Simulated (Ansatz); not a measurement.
# F on the H site in NaH: levels by PBEsol and G0W0

Aim: see whether F on the H site in NaH puts levels into the gap, and how many-body corrections move them.

Calculated with Ansatz 0.2.0; PBEsol, HSE06 and G0W0 in a supercell, plane waves, PAW.

Most raw output is cut from this account.

## (1) The structure

The cell holds 32 atoms: 16 Na, 1 F and 15 H. Cell: a = 8.452 Å, b = 8.452 Å, c = 8.452 Å, α = 109.5°, β = 109.5°, γ = 109.5°. It derives from NaH. Nearest the centre at fractional (0.500, 0.500, 0.500): F17 at 0.00 Å, Na16 at 2.40 Å, Na2 at 2.40 Å, Na5 at 2.40 Å, Na4 at 2.40 Å, Na6 at 2.40 Å, Na13 at 2.40 Å, H29 at 3.45 Å.

The structure was relaxed with PBEsol (ions only). The runs that relaxed it are not among those shown.

## (2) The perfect supercell: PBEsol

This step: DFT, PBEsol, plane waves, PAW; PAW set soft_1.

input.yaml reads:

```yaml
crystal:
  lattice:
    - [-4.88, 4.88, 4.88]
    - [4.88, -4.88, 4.88]
    - [4.88, 4.88, -4.88]
  atoms:
    - { symbol: Na, position: [0.0, 0.0, 0.0] }
    - { symbol: Na, position: [0.25, 0.25, 0.5] }
    - { symbol: Na, position: [0.5, 0.5, 0.0] }
    - { symbol: Na, position: [0.75, 0.75, 0.5] }
    - { symbol: Na, position: [0.25, 0.5, 0.25] }
    - { symbol: Na, position: [0.5, 0.75, 0.75] }
    - { symbol: Na, position: [0.75, 0.0, 0.25] }
    - { symbol: Na, position: [0.0, 0.25, 0.75] }
[... 20 atom lines left out ...]
    - { symbol: H, position: [0.25, 0.0, 0.25] }
    - { symbol: H, position: [0.5, 0.25, 0.75] }
    - { symbol: H, position: [0.75, 0.5, 0.25] }
    - { symbol: H, position: [0.0, 0.75, 0.75] }
kpoints:
  mp_grid: { grid: [2, 2, 2] }
hamiltonian:
  xc: pbesol
  pseudopotentials: { kind: paw, azcp: { folder: soft_1 }, xc_functional: pbe }
scf:
  occupations: { method: fixed }
  n_extra_bands: 11
output:
  eigenvalues: true
```

Launch:

```console
$ ansatz run input.yaml --threads 4 --pin off --max-ram 17510MiB --backend cpu --events-out ev --progress --plain --runs-dir out
```

It took 1.2 s on 4 threads of Arm Neoverse V2, shared host; peak memory 0.8 GiB.

This step gave:

```yaml
gap: 3.520 eV
valence_top_at: k = (-0.500, -0.500, -0.500)
conduction_bottom_at: k = (-0.500, -0.500, -0.500)
least_direct_gap: 3.520 eV
```

In a supercell the zone is folded, so edges from different points of the primitive zone can meet at one k.

## (3) The perfect supercell: G0W0

Now the one-shot GW correction: screening in the RPA, then the self-energy of the levels asked for. This step takes PAW set soft_1 files.

This step: G0W0 on PBEsol, plane waves, PAW; PAW set soft_1.

input.yaml, as its differences from that of step 2:

```diff
@@ -45,4 +45,6 @@
   occupations: { method: fixed }
-  n_extra_bands: 11
-output:
-  eigenvalues: true
+gw:
+  n_empty_bands: 553
+  ecut_chi: 90.0
+  qp_bands: [v5, c5]
+  screening: { model: contour_deformation }
```

The job ended after 2.7 min (4 threads; peak memory 3.8 GiB; 10 min of CPU time).

This step gave:

```
bands summed                                 : 633
RPA ε∞ on this mesh (eigenvalues)            : 3.092, 3.092, 3.092
plane waves in the screening matrix          : 935
G0W0 gap on the mesh                         : 5.672 eV
k of the valence top                         : -0.5, -0.5, -0.5
k of the conduction bottom                   : -0.5, -0.5, -0.5
starting gap on the mesh                     : 3.520 eV
least direct G0W0 gap on the computed points : 5.672 eV
```

The gap on the mesh goes from 3.52 eV to 5.67 eV, a correction of +2.15 eV. Between the two edge states, bare exchange in place of the xc potential would open the gap by 7.61 eV, and correlation takes back 5.46 eV.

## (4) The perfect supercell: HSE06

The screened hybrid is the usual rung above semilocal functionals: a quarter of exact exchange, cut off beyond a few ångström.

This step: DFT, HSE06, plane waves, PAW; PAW set soft_1.

input.yaml, as its differences from that of step 3:

```diff
@@ -41,10 +41,8 @@
 hamiltonian:
-  xc: pbesol
-  pseudopotentials: { kind: paw, azcp: { folder: soft_1 }, xc_functional: pbe }
+  xc: hse06
+  pseudopotentials: { kind: paw, azcp: { folder: soft_1 } }
 scf:
   occupations: { method: fixed }
-gw:
-  n_empty_bands: 553
-  ecut_chi: 90.0
-  qp_bands: [v5, c5]
-  screening: { model: contour_deformation }
+  n_extra_bands: 7
+output:
+  eigenvalues: true
```

It took 33 s on 4 threads; peak memory 3.2 GiB.

Numbers from this step:

```
gap                  : 4.745 eV
valence top at       : k = (-0.500, -0.500, -0.500)
conduction bottom at : k = (-0.500, -0.500, -0.500)
least direct gap     : 4.745 eV
```

The gap stands +1.23 eV against PBEsol.

## (5) Is the closed shell lowest? The triplet at this geometry

This step: DFT, PBEsol, plane waves, PAW; PAW set soft_1.

input.yaml reads:

```yaml
crystal:
  lattice:
    - [-4.88, 4.88, 4.88]
    - [4.88, -4.88, 4.88]
    - [4.88, 4.88, -4.88]
  atoms:
    - { symbol: Na, position: [0.0, 0.0, 0.0] }
    - { symbol: Na, position: [0.2541148855, 0.2541148855, 0.5] }
    - { symbol: Na, position: [0.5, 0.5, 0.0] }
    - { symbol: Na, position: [0.7458851145, 0.7458851145, 0.5] }
    - { symbol: Na, position: [0.2541148855, 0.5, 0.2541148855] }
    - { symbol: Na, position: [0.5, 0.7458851145, 0.7458851145] }
    - { symbol: Na, position: [0.75, 0.0, 0.25] }
    - { symbol: Na, position: [0.0, 0.25, 0.75] }
[... 20 atom lines left out ...]
    - { symbol: H, position: [0.2501244401, 0.0002488803, 0.2501244401] }
    - { symbol: H, position: [0.5, 0.2501244401, 0.7498755599] }
    - { symbol: H, position: [0.7498755599, 0.5, 0.2501244401] }
    - { symbol: H, position: [-0.0002488803, 0.7498755599, 0.7498755599] }
kpoints:
  mp_grid: { grid: [2, 2, 2] }
hamiltonian:
  xc: pbesol
  pseudopotentials: { kind: paw, azcp: { folder: soft_1 }, xc_functional: pbe }
scf:
  occupations: { method: fermi_dirac, width: 0.01 }
  n_extra_bands: 14
output:
  eigenvalues: true
magnetization:
  spin_polarized: true
  initial_magnetization: 2.0
  spin_locking: { lock_magnetization: hard }
```

The job ended after 4.3 s (4 threads; peak memory 1 GiB; 17 s of CPU time).

## (6) The defect cell: PBEsol

input.yaml, as its differences from that of step 5:

```diff
@@ -44,9 +44,17 @@
 scf:
-  occupations: { method: fermi_dirac, width: 0.01 }
-  n_extra_bands: 14
+  occupations: { method: fixed }
+  n_extra_bands: 11
 output:
   eigenvalues: true
-magnetization:
-  spin_polarized: true
-  initial_magnetization: 2.0
-  spin_locking: { lock_magnetization: hard }
+  band_densities:
+    - { bands: [v5, v5] }
+    - { bands: [v4, v4] }
+    - { bands: [v3, v3] }
+    - { bands: [v2, v2] }
+    - { bands: [v1, v1] }
+    - { bands: [c1, c1] }
+    - { bands: [c2, c2] }
+    - { bands: [c3, c3] }
+    - { bands: [c4, c4] }
+    - { bands: [c5, c5] }
+  volumetric_format: npy
```

Run time: 4.6 s. Hardware: 4 threads; peak memory 0.9 GiB; 17 s of CPU time.

This step gave:

* highest filled to lowest empty level: 3.484 eV
* highest filled level at: k = (-0.500, -0.500, -0.500)
* lowest empty level at: k = (-0.500, -0.500, -0.500)
* least direct gap: 3.484 eV

Levels on the run's own zero; densities are means over the k mesh. Frontier bands, by row:

```
band  lowest (eV)  highest (eV)  share of its density within 3 A of the centre  share of the cell's volume  participation ratio
  v5       -0.333        0.7429                                         0.1895                      0.2426               0.1642
  v4       -0.333        0.7429                                         0.1433                      0.2426               0.1641
  v3       0.3022        0.7429                                         0.1062                      0.2426               0.1421
  v2       0.5448        0.7801                                         0.1173                      0.2426               0.1751
  v1       0.5684        0.7801                                         0.1095                      0.2426               0.1644
  c1        4.264         5.041                                         0.2193                      0.2426               0.7637
  c2        4.507         5.238                                         0.1279                      0.2426               0.6799
  c3        4.507         5.238                                         0.4406                      0.2426               0.5696
  c4        4.507         5.238                                         0.1741                      0.2426                0.753
  c5        5.438         6.371                                         0.2677                      0.2426               0.7718
```

Band density in the ac plane at fractional y = 0.500, through the centre, with atoms of Na and F and H within 0.45 Å of it.

Values in units of 1e-2 Å⁻³, 13 rows by 16 columns, each cell a mean:
```
0.0 0.0 0.0 0.1 0.1 0.1 0.1 0.2 0.3 0.1 0.1 0.1 0.1 0.0 0.0 0.0
0.0 0.0 0.1 0.5 0.9 0.8 0.4 0.1 0.1 0.2 0.2 0.1 0.0 0.0 0.0 0.0
0.0 0.1 0.7 3.2 6.1 2.5 0.7 0.3 0.2 0.2 0.1 0.2 0.3 0.0 0.0 0.0
0.1 0.3 1.4 5.9 6.9 1.9 0.5 0.2 0.1 0.1 0.0 0.3 0.4 0.1 0.1 0.1
0.1 0.2 0.8 1.6 1.2 0.5 0.1 0.0 0.0 0.0 0.0 0.0 0.1 0.2 0.2 0.1
0.1 0.1 0.3 0.4 0.3 0.1 0.0 0.2 0.6 0.2 0.0 0.1 0.2 0.2 0.2 0.1
0.5 0.1 0.2 0.2 0.1 0.0 0.1 1.0 1.4 0.2 0.0 0.1 0.2 0.2 0.1 0.4
0.1 0.2 0.3 0.2 0.1 0.0 0.0 0.2 0.1 0.0 0.1 0.3 0.5 0.5 0.2 0.1
0.1 0.2 0.2 0.1 0.1 0.0 0.0 0.0 0.1 0.1 0.5 1.5 2.7 1.6 0.5 0.1
0.1 0.1 0.1 0.3 0.6 0.1 0.1 0.1 0.2 0.4 1.4 6.0 9.2 2.3 0.5 0.1
0.0 0.0 0.0 0.1 0.1 0.1 0.2 0.2 0.2 0.4 1.3 3.2 2.7 0.8 0.2 0.0
0.0 0.0 0.0 0.0 0.1 0.2 0.2 0.1 0.1 0.2 0.4 0.5 0.4 0.1 0.0 0.0
0.0 0.0 0.0 0.0 0.1 0.1 0.1 0.2 0.5 0.1 0.1 0.1 0.1 0.0 0.0 0.0
```
Columns run along a (8.5 Å), rows up along c (8.5 Å). Atoms in or near the plane, at fractional coordinates: Na at (0.50, 0.00), Na at (0.25, 0.25), Na at (0.00, 0.50), Na at (0.75, 0.75), F at (0.50, 0.50), H at (0.25, 0.75), H at (0.00, 0.00), H at (0.75, 0.25).

Band density in the ac plane at fractional y = 0.500, through the centre, with atoms of Na and F and H within 0.45 Å of it.

Ten steps, logarithmic in the rise over the least value, from '_' (0.00 Å⁻³) to '@' (0.12 Å⁻³), each cell a mean:
```
__________............--::..__........__________
________..::::::::....______..........__________
______..::--====--::..______........____________
____..::--++****++--::____........______________
__..::--++##%%##**==::..____....____..__________
....--==**@@@@%%**--::____________::--..____....
..::--++##%%%%##++--..____________::::____......
..::--==**##**++--::____________________........
....::--==++==--::..__________________..........
____..::----::....______....__________........__
::..__........______..--==--..__________..____..
==::________________::++**==..________________::
--..________________::++++--__________..______--
____......__________..::::..______..::::::......
__..........__________________..::----==--::....
..........__________________..::--++****++--::..
........__....______________..--++##%%##**==::..
......____::--..__________..::==**%%@@%%**==::..
__________..::..__..______..--++##%%@@##++--::..
________________......____..--==**##**++--::..__
______________........____..::--==++==--::..____
____________..........______..::------::..______
____________........__..::..__..::::....________
____________......____--==::__........__________
```
Columns run along a (8.5 Å), rows up along c (8.5 Å). Atoms in or near the plane, at fractional coordinates: Na at (0.50, 0.00), Na at (0.25, 0.25), Na at (0.00, 0.50), Na at (0.75, 0.75), F at (0.50, 0.50), H at (0.25, 0.75), H at (0.00, 0.00), H at (0.75, 0.25).

The triplet lies +3.94 eV from this closed shell.

## (7) The defect cell: G0W0, 2×2×2 mesh, 553 empty bands, screening to 90 eV, PAW set soft_1 files

This step: G0W0 on PBEsol, plane waves, PAW; PAW set soft_1.

input.yaml, as its differences from that of step 6:

```diff
@@ -45,16 +45,6 @@
   occupations: { method: fixed }
-  n_extra_bands: 11
-output:
-  eigenvalues: true
-  band_densities:
-    - { bands: [v5, v5] }
-    - { bands: [v4, v4] }
-    - { bands: [v3, v3] }
-    - { bands: [v2, v2] }
-    - { bands: [v1, v1] }
-    - { bands: [c1, c1] }
-    - { bands: [c2, c2] }
-    - { bands: [c3, c3] }
-    - { bands: [c4, c4] }
-    - { bands: [c5, c5] }
-  volumetric_format: npy
+gw:
+  n_empty_bands: 553
+  ecut_chi: 90.0
+  qp_bands: [v5, c5]
+  screening: { model: contour_deformation }
```

Run time: 2.5 min. Hardware: 4 threads; peak memory 3.5 GiB.

Numbers from this step:

```
bands summed                                 : 636
RPA ε∞ on this mesh (eigenvalues)            : 2.957, 2.957, 2.957
plane waves in the screening matrix          : 935
q-points in the mesh                         : 8
G0W0, highest filled to lowest empty level   : 5.687 eV
k of the highest filled level                : -0.5, -0.5, -0.5
k of the lowest empty level                  : -0.5, -0.5, -0.5
the same at the start                        : 3.484 eV
Z of the highest filled level                : 0.7427
Z of the lowest empty level                  : 0.8094
least direct G0W0 gap on the computed points : 5.687 eV
```

The gap on the mesh goes from 3.48 eV to 5.69 eV, a correction of +2.20 eV. Between the two edge states, bare exchange in place of the xc potential would open the gap by 7.60 eV, and correlation takes back 5.39 eV.

Limits: finite bands, cutoff and mesh; coarse k mesh. v1 is the top filled band, c1 the lowest empty one. Levels before and after the correction, in eV, zero at the valence-band top of each column:

```csv
,conduction bottom,valence top
Kohn-Sham,3.48,0.00
G0W0,5.69,0.00
```

```csv
,level,occupation,energy (eV)
Kohn-Sham,(-0.5 -0.5 -0.5) v5-v3,2,-0.037
Kohn-Sham,(-0.5 -0.5 -0.5) v2-v1,2,0.000
Kohn-Sham,(-0.5 -0.5 -0.5) c1,0,3.484
Kohn-Sham,(-0.5 -0.5 -0.5) c2-c4,0,3.727
Kohn-Sham,(-0.5 -0.5 -0.5) c5,0,5.404
G0W0,(-0.5 -0.5 -0.5) v5-v3,2,-0.048
G0W0,(-0.5 -0.5 -0.5) v2-v1,2,0.000
G0W0,(-0.5 -0.5 -0.5) c1,0,5.687
G0W0,(-0.5 -0.5 -0.5) c2-c4,0,5.947
G0W0,(-0.5 -0.5 -0.5) c5,0,7.705
```

## (8) The defect cell: HSE06

This step: DFT, HSE06, plane waves, PAW; PAW set soft_1.

input.yaml, as its differences from that of step 7:

```diff
@@ -41,10 +41,12 @@
 hamiltonian:
-  xc: pbesol
-  pseudopotentials: { kind: paw, azcp: { folder: soft_1 }, xc_functional: pbe }
+  xc: hse06
+  pseudopotentials: { kind: paw, azcp: { folder: soft_1 } }
 scf:
   occupations: { method: fixed }
-gw:
-  n_empty_bands: 553
-  ecut_chi: 90.0
-  qp_bands: [v5, c5]
-  screening: { model: contour_deformation }
+  n_extra_bands: 7
+output:
+  eigenvalues: true
+  write_density: true
+  write_potential: true
+  elf: true
+  volumetric_format: npy
```

It took 37 s on 4 threads; peak memory 3.4 GiB; 2.3 min of CPU time.

Numbers from this step:

```yaml
highest_filled_to_lowest_empty_level: 4.707 eV
highest_filled_level_at: k = (-0.500, -0.500, -0.500)
lowest_empty_level_at: k = (-0.500, -0.500, -0.500)
least_direct_gap: 4.707 eV
exact_exchange_fraction: 0.25
```

The gap stands +1.22 eV against PBEsol.

## (9) Levels and corrections

Bands near the gap of the defect cell: share of density within 3 Å of the centre, width over the mesh, and mean G0W0 correction less that of v1. Within a degenerate set only the sum of the shares has meaning.

```
band  share near centre  PBEsol width (eV)  mean correction (eV)     Z
  v5               0.19               1.08                 −0.01  0.74
  v4               0.14               1.08                 −0.01  0.74
  v3               0.11               0.44                +0.004  0.74
  v2               0.12               0.24               −0.0004  0.74
  v1               0.11               0.21                 +0.00  0.74
  c1               0.22               0.78                 +2.23  0.81
  c2               0.13               0.73                 +2.21  0.80
  c3               0.44               0.73                 +2.22  0.80
  c4               0.17               0.73                 +2.22  0.80
  c5               0.27               0.93                 +2.27  0.79
```

```csv
level,"gap, perfect (eV)","highest filled to lowest empty, defect cell (eV)"
PBEsol,3.52,3.48
HSE06,4.75,4.71
G0W0,5.67,5.69
```

## (10) Outcome

* PBEsol, defect cell: 3.48 eV
* HSE06, defect cell: 4.71 eV
* G0W0, defect cell: 5.69 eV
* G0W0, perfect cell: 5.67 eV
* supercell: 32 atoms, 2×2×2 mesh
* known limits: not at the basis limit; coarse k mesh

In words: No band shown gathers strongly near the centre, so the defect puts no clear level into the gap. G0W0 opens the host gap by +2.15 eV and the separation of highest filled and lowest empty level in the defect cell by +2.20 eV. Levels are vertical, at one geometry; charge transition levels would need relaxation in each state. The 2×2×2 mesh is coarse for this cell (its supercell is 17 Å along the shortest edge). The RPA ε∞ on it, from the PBEsol start, is 2.96; such meshes misread the long-range screening, most where the gap is narrow.

[Paths, hosts, dates, memory and timing lines, banners, echoed tables and standing remarks are left out of the program output.]

[Logs are printed without paths, hosts, clocks, repeated set-up lines and the standing remarks that a program may print on its own settings, such as how far it seeks lower states.]

[Runs of the session that timed out or met a known fault of the program may be left out.]

[Cells called generated may have been cut or substituted from an entry of the Crystallography Open Database or the Materials Project.]

[Hosts, paths, dates, database ids (printed as entryN), source tags and the programs' standing remarks are cut or masked in the printed files.]
